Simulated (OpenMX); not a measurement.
The system is Ge.

```
Ge
1.0
     3.91426    0.00000    0.00000
    -2.85923    2.67324    0.00000
    -0.32375   -1.41703    3.63436
Ge
2
Direct
  0.31406 0.06406 0.25000
  0.68594 0.93594 0.75000
```

This isn't the form of Ge at room conditions, which is diamond.

Base run:

| Property | Result |
| --- | --- |
| Program | OpenMX 3.8.5 |
| Functional | PBE |
| Potentials or basis | OpenMX 2013 PBE set, Ge7.0-s3p2d2, grid cutoff 300 Ry |
| k mesh | 9 × 9 × 9 |
| Occupations | fermi-dirac, width 0.05 eV |
| Spin | no spin polarisation |

Its results: band gap on the k mesh none (metal or under the smearing width); pressure 2.5 GPa; largest force 0.013 eV/Å.

Task: The run is repeated on the same cell with these changes: dispersion from none to D4. What comes out?

Result: Band gap on the k mesh none (metal or under the smearing width); pressure -0.4 GPa; largest force 0.013 eV/Å.

Dispersion adds attraction, which lowers the pressure at fixed volume and, as a term added to the energy, leaves the levels alone.

Caveats: the basis of atomic orbitals isn't converged, which shifts pressures, moduli and gaps; pairwise dispersion overbinds metals, which lowers pressure and volume (some runs).
